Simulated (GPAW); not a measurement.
# In (Im-3m) in GPAW: convergence with k mesh

Aim: find how far k mesh must go before the results for In settle, at BEEF-vdW. This setting moves, with any that are tied to it; all else stays.

Program: GPAW 26.7.0. These are calculated values, not measurements. Logs are shortened: lines on timing, memory, paths and dates and some standing lists are left out, and cuts for length are marked. The log counts tension as positive stress, the text compression.

### Step 1. The structure

It takes space group Im-3m (No. 229, cubic). The conventional cell has a = 3.765 Å, b = 3.765 Å, c = 3.765 Å, α = 90.00°, β = 90.00°, γ = 90.00°. Around In (site symmetry m-3m) lie 8 In at 3.26 Å.

This isn't the form of In at room conditions, which is tetragonal.

### Step 2. With k mesh 3 × 3 × 3

The input, run.py:

```python
import json
import numpy as np
from ase.dft.bandgap import bandgap
from ase.io import read, write
from gpaw import GPAW, PW

atoms = read('POSCAR')

calc = GPAW(mode=PW(450),
            xc={'name': 'BEEF-vdW', 'backend': 'libvdwxc'},
            kpts={'size': (3, 3, 3), 'gamma': True},
            occupations={'name': 'fermi-dirac', 'width': 0.05},
            nbands=14,
            convergence={'density': 1e-05, 'energy': 1e-05},
            maxiter=150,
            txt='gpaw.txt')
atoms.calc = calc
energy = atoms.get_potential_energy()
forces = atoms.get_forces()
calc.write('gs.gpw')
write('result.traj', atoms)
print(f'Energy: {energy:.6f} eV')
print('Forces (eV/A):')
print(forces.round(4))
print('Fermi level:', round(calc.get_fermi_level(), 4), 'eV')
print(f'Gap: {bandgap(calc)[0]:.4f} eV, direct: {bandgap(calc, direct=True)[0]:.4f} eV')

size = (6, 6, 6)
dense = calc.fixed_density(kpts={'size': size, 'gamma': True}, update_fermi_level=True,
                           convergence={'bands': 'CBM+2.0', 'eigenstates': 1e-7}, txt='dense.txt')
ef = dense.get_fermi_level()
index = np.round(dense.get_bz_k_points() * size).astype(int) % size
recip = 2 * np.pi * atoms.cell.reciprocal()
sheets = []
for s, e_kn in enumerate(dense.eigenvalues()):
    for n in range(e_kn.shape[1] - 2):
        if e_kn[:, n].min() < ef < e_kn[:, n].max():
            e = np.empty(size)
            e[tuple(index.T)] = e_kn[dense.get_bz_to_ibz_map(), n] - ef
            de = np.array([(np.roll(e, -1, c) - np.roll(e, 1, c)) * size[c] / 2 for c in range(3)])
            v = np.linalg.norm(np.einsum('vc,cxyz->vxyz', np.linalg.inv(recip), de), axis=0)
            w = np.exp(-(e / 0.1)**2) / (0.1 * np.pi**0.5)
            sheets.append({'spin': s, 'band': n, 'filled': (e < 0).mean(), 'dos': w.mean(), 'bottom': e.min(), 'top': e.max(),
                           'velocity': (w * v).sum() / w.sum() * 1.519267e5, 'slice': e[:, :, 0].round(3).tolist()})
            print(f'spin {s} band {n}: filled share {sheets[-1]["filled"]:.3f}, from {e.min():.3f} to {e.max():.3f} eV,',
                  f'{w.mean():.3f} states/eV, mean velocity {sheets[-1]["velocity"]:.3e} m/s')
print('Fermi level on the dense mesh:', round(ef, 4), 'eV,', len(sheets), 'sheets')
json.dump({'ef': ef, 'sheets': sheets}, open('fermi.json', 'w'))
```

The input, POSCAR:

```
In
1.0
   -1.8825252400      1.8825252400      1.8825252400
    1.8825252400     -1.8825252400      1.8825252400
    1.8825252400      1.8825252400     -1.8825252400
In
1
Direct
    0.0000000000      0.0000000000      0.0000000000
```

Potentials or basis: GPAW PAW data sets (gpaw-data 1.2.1), pw.

Command:

```console
$ OMP_NUM_THREADS=1 python run.py
```

Run time: 2.6 s. Hardware: 1 thread of AMD EPYC 9R45 (Zen 5), shared host; peak memory 0.14 GiB.

Results:

```yaml
Free_energy: -157.3244 eV
Band_gap_on_the_k_mesh: none (metal or under the smearing width)
```

### Step 3. With k mesh 4 × 4 × 4

Edit run.py of step 2 so:

```diff
@@ -10,3 +10,3 @@
             xc={'name': 'BEEF-vdW', 'backend': 'libvdwxc'},
-            kpts={'size': (3, 3, 3), 'gamma': True},
+            kpts={'size': (4, 4, 4), 'gamma': True},
             occupations={'name': 'fermi-dirac', 'width': 0.05},
```

POSCAR is that of step 2.

Potentials or basis: GPAW PAW data sets (gpaw-data 1.2.1), pw.

Command:

```console
$ OMP_NUM_THREADS=1 python run.py
```

It took 2.8 s on 1 thread of AMD EPYC 9R45 (Zen 5), shared host; peak memory 0.14 GiB.

What came out:

| Quantity | Value |
| --- | --- |
| Free energy | -157.3639 eV |
| Band gap on the k mesh | none (metal or under the smearing width) |

### Step 4. With k mesh 5 × 5 × 5

Edit run.py of step 3 so:

```diff
@@ -10,3 +10,3 @@
             xc={'name': 'BEEF-vdW', 'backend': 'libvdwxc'},
-            kpts={'size': (4, 4, 4), 'gamma': True},
+            kpts={'size': (5, 5, 5), 'gamma': True},
             occupations={'name': 'fermi-dirac', 'width': 0.05},
@@ -27,3 +27,3 @@
 
-size = (6, 6, 6)
+size = (8, 8, 8)
 dense = calc.fixed_density(kpts={'size': size, 'gamma': True}, update_fermi_level=True,
```

POSCAR is that of step 3.

Command:

```console
$ OMP_NUM_THREADS=1 python run.py
```

Wall time 3.4 s (1 thread of AMD EPYC 9R45 (Zen 5), shared host); peak memory 0.15 GiB.

The run converged. Its results:

| Item | Value |
| --- | --- |
| Free energy | -157.5250 eV |
| Band gap on the k mesh | none (metal or under the smearing width) |

### Step 5. With k mesh 6 × 6 × 6

Edit run.py of step 4 so:

```diff
@@ -10,3 +10,3 @@
             xc={'name': 'BEEF-vdW', 'backend': 'libvdwxc'},
-            kpts={'size': (5, 5, 5), 'gamma': True},
+            kpts={'size': (6, 6, 6), 'gamma': True},
             occupations={'name': 'fermi-dirac', 'width': 0.05},
@@ -27,3 +27,3 @@
 
-size = (8, 8, 8)
+size = (10, 10, 10)
 dense = calc.fixed_density(kpts={'size': size, 'gamma': True}, update_fermi_level=True,
```

POSCAR is that of step 4.

Command:

```console
$ OMP_NUM_THREADS=1 python run.py
```

Run time: 4.3 s. Hardware: 1 thread of AMD EPYC 9R45 (Zen 5), shared host; peak memory 0.15 GiB.

The run converged. Its results:

| Property | Result |
| --- | --- |
| Free energy | -157.5770 eV |
| Band gap on the k mesh | none (metal or under the smearing width) |

### Step 6. With k mesh 8 × 8 × 8

Edit run.py of step 5 so:

```diff
@@ -10,3 +10,3 @@
             xc={'name': 'BEEF-vdW', 'backend': 'libvdwxc'},
-            kpts={'size': (6, 6, 6), 'gamma': True},
+            kpts={'size': (8, 8, 8), 'gamma': True},
             occupations={'name': 'fermi-dirac', 'width': 0.05},
@@ -27,3 +27,3 @@
 
-size = (10, 10, 10)
+size = (12, 12, 12)
 dense = calc.fixed_density(kpts={'size': size, 'gamma': True}, update_fermi_level=True,
```

POSCAR is that of step 5.

Potentials or basis: GPAW PAW data sets (gpaw-data 1.2.1), pw.

Command:

```console
$ OMP_NUM_THREADS=1 python run.py
```

It took 5.5 s on 1 thread of AMD EPYC 9R45 (Zen 5), shared host; peak memory 0.16 GiB.

The run converged. Its results:

```
Free energy            : -157.5190 eV
Band gap on the k mesh : none (metal or under the smearing width)
```

### Step 7. With k mesh 9 × 9 × 9

Edit run.py of step 6 so:

```diff
@@ -10,3 +10,3 @@
             xc={'name': 'BEEF-vdW', 'backend': 'libvdwxc'},
-            kpts={'size': (8, 8, 8), 'gamma': True},
+            kpts={'size': (9, 9, 9), 'gamma': True},
             occupations={'name': 'fermi-dirac', 'width': 0.05},
@@ -27,3 +27,3 @@
 
-size = (12, 12, 12)
+size = (14, 14, 14)
 dense = calc.fixed_density(kpts={'size': size, 'gamma': True}, update_fermi_level=True,
```

POSCAR is that of step 6.

Command:

```console
$ OMP_NUM_THREADS=1 python run.py
```

It took 6.6 s on 1 thread of AMD EPYC 9R45 (Zen 5), shared host; peak memory 0.17 GiB.

The run converged. Its results:

- Free energy: -157.5466 eV
- Band gap on the k mesh: none (metal or under the smearing width)

### Step 8. With k mesh 11 × 11 × 11

Edit run.py of step 7 so:

```diff
@@ -10,3 +10,3 @@
             xc={'name': 'BEEF-vdW', 'backend': 'libvdwxc'},
-            kpts={'size': (9, 9, 9), 'gamma': True},
+            kpts={'size': (11, 11, 11), 'gamma': True},
             occupations={'name': 'fermi-dirac', 'width': 0.05},
@@ -27,3 +27,3 @@
 
-size = (14, 14, 14)
+size = (18, 18, 18)
 dense = calc.fixed_density(kpts={'size': size, 'gamma': True}, update_fermi_level=True,
```

POSCAR is that of step 7.

Potentials or basis: GPAW PAW data sets (gpaw-data 1.2.1), pw.

Command:

```console
$ OMP_NUM_THREADS=1 python run.py
```

gpaw.txt:

```text
__  _  _
 | _ |_)|_||  |
 |__||  | ||/\| - 26.7.0

Input parameters:
  mode=PW(ecut=450.00000000000006),
  convergence={'density': 1e-05, 'energy': 1e-05},
  kpts=MonkhorstPack(size=(11, 11, 11), gamma=True),
  maxiter=150,
  nbands=14,
  occupations=Occupations(name='fermi-dirac', width=0.05),
  xc=XC(name='BEEF-vdW', backend='libvdwxc')

Diagonalizing LCAO Hamiltonian
Converting LCAO to pw mode

       In

Atoms  # Å, Bohr magnetons
|   | symbol |        x |        y |        z |    initial magnetic moments |
|---|--------|----------|----------|----------|-----------------------------|
| 0 |     In | 0.000000 | 0.000000 | 0.000000 | ( 0.0000,  0.0000,  0.0000) |

Unit cell  # Å
| periodic |         x |         y |         z |  lengths |     angles |
|----------|-----------|-----------|-----------|----------|------------|
|      yes | -1.882525 |  1.882525 |  1.882525 | 3.260629 | 109.471221 |
|      yes |  1.882525 | -1.882525 |  1.882525 | 3.260629 | 109.471221 |
|      yes |  1.882525 |  1.882525 | -1.882525 | 3.260629 | 109.471221 |

Number of symmetries: 48
Symmetry operations  # r_c * U_cc + t_c -> r_c
|    | kind |            matrix            |
|----|------|------------------------------|
|  0 |  σ   |  1, 1, 1,  0, 0,-1,  0,-1, 0 |
|  1 |  C4  |  1, 1, 1,  0, 0,-1, -1, 0, 0 |
|  2 |  C2  |  1, 1, 1,  0,-1, 0,  0, 0,-1 |
|  3 |  S6  |  1, 1, 1,  0,-1, 0, -1, 0, 0 |
|  4 |  S6  |  1, 1, 1, -1, 0, 0,  0, 0,-1 |
|  5 |  C4  |  1, 1, 1, -1, 0, 0,  0,-1, 0 |
|  6 |  E   |  1, 0, 0,  0, 1, 0,  0, 0, 1 |
|  7 |  σ   |  1, 0, 0,  0, 1, 0, -1,-1,-1 |
|  8 |  σ   |  1, 0, 0,  0, 0, 1,  0, 1, 0 |
|  9 |  C3  |  1, 0, 0,  0, 0, 1, -1,-1,-1 |
| 10 |  C3  |  1, 0, 0, -1,-1,-1,  0, 1, 0 |
| 11 |  σ   |  1, 0, 0, -1,-1,-1,  0, 0, 1 |
| 12 |  σ   |  0, 1, 0,  1, 0, 0,  0, 0, 1 |
| 13 |  C2  |  0, 1, 0,  1, 0, 0, -1,-1,-1 |
| 14 |  C3  |  0, 1, 0,  0, 0, 1,  1, 0, 0 |
| 15 |  S4  |  0, 1, 0,  0, 0, 1, -1,-1,-1 |
| 16 |  S4  |  0, 1, 0, -1,-1,-1,  1, 0, 0 |
| 17 |  C3  |  0, 1, 0, -1,-1,-1,  0, 0, 1 |
| 18 |  C3  |  0, 0, 1,  1, 0, 0,  0, 1, 0 |
| 19 |  S4  |  0, 0, 1,  1, 0, 0, -1,-1,-1 |
| 20 |  σ   |  0, 0, 1,  0, 1, 0,  1, 0, 0 |
| 21 |  C3  |  0, 0, 1,  0, 1, 0, -1,-1,-1 |
| 22 |  C2  |  0, 0, 1, -1,-1,-1,  1, 0, 0 |
| 23 |  S4  |  0, 0, 1, -1,-1,-1,  0, 1, 0 |
| 24 |  C4  |  0, 0,-1,  1, 1, 1,  0,-1, 0 |
| 25 |  σ   |  0, 0,-1,  1, 1, 1, -1, 0, 0 |
| 26 |  S6  |  0, 0,-1,  0,-1, 0,  1, 1, 1 |
| 27 |  C2  |  0, 0,-1,  0,-1, 0, -1, 0, 0 |
| 28 |  C4  |  0, 0,-1, -1, 0, 0,  1, 1, 1 |
| 29 |  S6  |  0, 0,-1, -1, 0, 0,  0,-1, 0 |
| 30 |  S6  |  0,-1, 0,  1, 1, 1,  0, 0,-1 |
| 31 |  C4  |  0,-1, 0,  1, 1, 1, -1, 0, 0 |
| 32 |  C4  |  0,-1, 0,  0, 0,-1,  1, 1, 1 |
| 33 |  S6  |  0,-1, 0,  0, 0,-1, -1, 0, 0 |
| 34 |  σ   |  0,-1, 0, -1, 0, 0,  1, 1, 1 |
| 35 |  C2  |  0,-1, 0, -1, 0, 0,  0, 0,-1 |
| 36 |  C2  | -1, 0, 0,  1, 1, 1,  0, 0,-1 |
| 37 |  S6  | -1, 0, 0,  1, 1, 1,  0,-1, 0 |
| 38 |  S6  | -1, 0, 0,  0, 0,-1,  1, 1, 1 |
| 39 |  C2  | -1, 0, 0,  0, 0,-1,  0,-1, 0 |
| 40 |  C2  | -1, 0, 0,  0,-1, 0,  1, 1, 1 |
| 41 |  i   | -1, 0, 0,  0,-1, 0,  0, 0,-1 |
| 42 |  S4  | -1,-1,-1,  1, 0, 0,  0, 1, 0 |
| 43 |  C3  | -1,-1,-1,  1, 0, 0,  0, 0, 1 |
| 44 |  C3  | -1,-1,-1,  0, 1, 0,  1, 0, 0 |
| 45 |  σ   | -1,-1,-1,  0, 1, 0,  0, 0, 1 |
| 46 |  S4  | -1,-1,-1,  0, 0, 1,  1, 0, 0 |
| 47 |  C2  | -1,-1,-1,  0, 0, 1,  0, 1, 0 |

BZ-sampling:
  Number of BZ points: 1331
  Number of IBZ points: 56

  Monkhorst-Pack size: [11, 11, 11]
  Monkhorst-Pack shift: [0, 0, 0]

K-points  # in reciprocal-cell coordinates
|     |                                coordinates |     weight |
|-----|--------------------------------------------|------------|
|   0 | (  0.00000000,   0.00000000,   0.00000000) | 0.00075131 |
|   1 | (  0.09090909,   0.00000000,   0.00000000) | 0.00901578 |
|   2 | (  0.09090909,   0.09090909,  -0.09090909) | 0.00450789 |
|   3 | (  0.18181818,   0.00000000,  -0.09090909) | 0.01803156 |
|   4 | (  0.18181818,   0.00000000,   0.00000000) | 0.00901578 |
|   5 | (  0.18181818,   0.09090909,  -0.09090909) | 0.01803156 |
|   6 | (  0.18181818,   0.18181818,  -0.18181818) | 0.00450789 |
|   7 | (  0.27272727,  -0.09090909,  -0.09090909) | 0.00601052 |
|   8 | (  0.27272727,   0.00000000,  -0.09090909) | 0.03606311 |
|   9 | (  0.27272727,   0.00000000,   0.00000000) | 0.00901578 |
| ... |                                            |            |
|  55 | (  0.45454545,   0.45454545,   0.45454545) | 0.00601052 |

Plane wave coefficients: 603
Cutoff: 450.00000000000006 eV

Spin-components: 1 (collinear spins)
Bands:           14
Projectors:      6
Spin-degeneracy: 2
Datatype:        complex128

Parallelization:
  kpt:    1
  domain: 1
  band:   1

Density:
  Valence electrons: 13.0
  Components: 1
  Grid points: [16 16 16]
  Charge: 0.0  # |e|

Potential:
  Grid points: [16 16 16]

species:
  In:
    name:    Indium
    Z:       49.0
    valence: 13
    core:    36
    charge:  0.0  # [|e|]
    compensation charges:
      type: gauss
      rc: 0.36  # [Å]
      lmax: 2
    cutoffs:
      filter: 2.09  # [Å]
      core: 2.48  # [Å]
    projectors
    | kind |    occ | energy [eV] | rcut [Å] |
    |------|--------|-------------|----------|
    |   5s |  2.000 |      -8.203 |    1.185 |
    |   5p |  1.000 |      -2.521 |    1.244 |
    |   4d | 10.000 |     -18.629 |    1.148 |
    |    s |        |      19.008 |    1.185 |
    |    p |        |      24.691 |    1.244 |
    |    d |        |       8.583 |    1.148 |

    Using partial waves for In as LCAO basis

Reference energy: -159975.419660  # eV

eigensolver:
  PPCG
  Converge bands: occupied
  niter=2

density mixing:
  MSR1-Mixer
  Pratt-step length: 0.05
  Maximum mixing coefficient: 0.75
  Old densities: 10
  SVD Regularization: 0.005
  Good broyden scale: 1.0
  Trust region scale: 1.0
  Backstep threshold: 4.0
  History deletion threshold: 6.0
  Fourier metric: weight=20.0, sigma=0.015

occupation numbers:
  Fermi-Dirac:
    width: 0.0500  # eV

poisson solver:
  ecut: 3600.0000000000005  # eV

xc functional:
  name: vdW-BEEF with libvdwxc
  Mode: serial
  Semilocal: BEEVDW with 2 nearest neighbor stencil
  Corresponding non-local functional: vdW-DF2
  Local blocksize: 32 x 32 x 32
  PAW datasets: PBE

convergence criteria:
- Maximum integral of absolute [dens]ity change: 1e-05 electrons / valence electron
- Maximum [total energy] change in last 3 cyles: 1e-05 eV / valence electron
- Maximum integral of absolute [eigenst]ate change: 4e-08 eV^2 / valence electron
maximum number of iterations: 150

SCF iterations
|iter     | |      energy | eigst |  dens |
|---------|-|-------------|-------|-------|
|iter:   1| | -157.549189 | -0.60 |       |
|iter:   2| | -157.549526 | -3.05 | -1.57 |
|iter:   3| | -157.547520 | -2.94 | -1.60 |
|iter:   4| | -157.547295 | -3.58 | -2.10 |
|iter:   5| | -157.547314 | -5.56 | -2.97 |
|iter:   6| | -157.547327c| -6.26 | -3.81 |
|iter:   7| | -157.547328c| -7.03 | -4.33 |
|iter:   8| | -157.547328c| -7.87c| -5.43c|

Converged in 8 steps
Energy contributions relative to reference atoms: (reference = -159975.419660)

Energy contributions:
  Kinetic:          35.636920
  Coulomb:         -32.858191
  Zero:              0.125156
  External:          0.000000
  Xc:             -160.448826
  Entropy:          -0.004773
  Spinorbit:         0.000000
  ----------------------------
  Free energy:    -157.549714
  Extrapolated:   -157.547328

dipole moment: (-6.292550, -6.292550, -6.292550)  # |e|*Ang

Fermi level: 6.730
Eigenvalues  # (at kpt = [0.000, 0.000, 0.000])
| band index |      eig [eV] | occ [0-2] |
|------------|---------------|-----------|
|          0 |        -8.370 |     2.000 |
|          1 |        -8.370 |     2.000 |
|          2 |        -8.370 |     2.000 |
|          3 |        -8.118 |     2.000 |
|          4 |        -8.118 |     2.000 |
|          5 |        -2.684 |     2.000 |
|          6 |        17.543 |     0.000 |
|          7 |        17.543 |     0.000 |
|          8 |        17.543 |     0.000 |
|          9 |        19.727 |     0.000 |
|         10 |        19.727 |     0.000 |
|         11 |        19.727 |     0.000 |
|         12 |        21.533 |     0.000 |
|         13 |        21.534 |     0.000 |

No gap
No difference between direct/indirect transitions

Forces  # eV/Ang
|       x |        y |       z |
|---------|----------|---------|
| 0.00000 | -0.00000 | 0.00000 |  # In   0

# Writing to gs.gpw (mode='')
```

stdout:

```text
Energy: -157.547328 eV
Forces (eV/A):
[[ 0. -0.  0.]]
Fermi level: 6.7303 eV
Gap: 0.0000 eV, direct: 0.0000 eV
spin 0 band 5: filled share 0.998, from -9.394 to 0.896 eV, 0.010 states/eV, mean velocity 9.505e+05 m/s
spin 0 band 6: filled share 0.472, from -3.125 to 10.832 eV, 0.208 states/eV, mean velocity 1.480e+06 m/s
spin 0 band 7: filled share 0.021, from -0.967 to 10.832 eV, 0.034 states/eV, mean velocity 1.177e+06 m/s
Fermi level on the dense mesh: 6.71 eV, 3 sheets
```

Run time: 11 s. Hardware: 1 thread of AMD EPYC 9R45 (Zen 5), shared host; peak memory 0.2 GiB.

What came out:

```yaml
Free_energy: -157.5497 eV
Band_gap_on_the_k_mesh: none (metal or under the smearing width)
```

### Step 9. Result

```
      k mesh  energy less the tightest run, at zero smearing (meV/atom)  SCF cycles  CPU time (s)  peak memory (GiB)
   3 × 3 × 3                                                     235.77           8           2.6               0.14
   4 × 4 × 4                                                     196.89           8           2.8               0.14
   5 × 5 × 5                                                      30.44           8           3.4               0.15
   6 × 6 × 6                                                     -27.53           8           4.3               0.15
   8 × 8 × 8                                                      33.06           8           5.5               0.16
   9 × 9 × 9                                                       4.87           8           6.6               0.17
11 × 11 × 11                                                       0.00           8            11                0.2
```

Not settled before the last step: the energy (to 1 meV/atom). Meshes of other sizes hit other points, so gaps and Fermi surfaces needn't settle smoothly. The tightest run that finished is the yardstick and may itself not be fully converged.

Caveats: the PAW data sets were made with another functional, which shifts forces and pressure a little.
